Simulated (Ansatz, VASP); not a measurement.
# One calculation of BN, two programs

```xyz
2
Lattice="2.5589 0.0015 0.0000 1.2782 2.2168 0.0000 0.0000 0.0000 26.0000" Properties=species:S:1:pos:R:3 pbc="T T T"
B     1.9185    1.1091   13.0000
N     3.1975    1.8486   13.0000
```

Change from the starting cell: biaxial strain +0.020, atoms relaxed.

Alike in both runs: functional PBE; dispersion D3(BJ); k mesh 10 × 10 × 1; occupations gaussian, width 0.02 eV; no spin polarisation.

Ansatz relaxed the structure, and its values are those at the end. VASP's run is a single point on that final structure, the one shown.

|  | VASP | Ansatz |
| --- | --- | --- |
| version | VASP 6.6.1 | Ansatz 0.2.0 |
| potentials or method | VASP PAW PBE potentials, release 64 (B, N) | scalar-relativistic, plane waves, PAW |
| plane-wave cutoff (eV) | 520 | 420 |
| valence electrons in the cell | 8 | 8 |

Ansatz gave:

```
gap on the k mesh at the Fermi level (eV) : 4.84
least direct gap on the mesh (eV)         : 4.84
```

Question: What did VASP give for the same quantities?

Answer: gap on the k mesh at the Fermi level (eV): 4.83; least direct gap on the mesh (eV): 4.83.

The functional is the same, so the differences come from potentials, cutoffs and numerics. Ansatz warned: «near_symmetry_operations_not_taken».
